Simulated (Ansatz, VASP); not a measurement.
SnTe: VASP beside Ansatz

```
CELL_PARAMETERS angstrom
0.00000 3.22637 3.22637
3.22637 0.00000 3.22637
3.22637 3.22637 0.00000
ATOMIC_POSITIONS crystal
Sn 0.50000 0.50000 0.50000
Te 0.00000 0.00000 0.00000
```

Alike in both runs: task single point; functional PBE; k mesh 10 × 10 × 10; occupations gaussian, width 0.05 eV; no spin polarisation.

|  | VASP | Ansatz |
| --- | --- | --- |
| version | VASP 6.6.1 | Ansatz 0.2.0 |
| potentials or method | VASP PAW PBE potentials, release 64 (Sn_d, Te) | scalar-relativistic, plane waves, PAW |
| plane-wave cutoff (eV) | 520 | 420 |
| valence electrons in the cell | 20 | 30 |

```tsv
	VASP	Ansatz	Ansatz less VASP
gap on the k mesh at the Fermi level (eV)	0.11	0.11	+0.001
least direct gap on the mesh (eV)	0.11	0.11	+0.001
pressure (GPa)	-0.8	-0.8	+0.06
```

The functional is the same, so the differences come from potentials, cutoffs and numerics. The two sets of potentials don't hold the same shells in valence.

Caveats: spin-orbit coupling is left out, which moves the levels of the heavy elements.
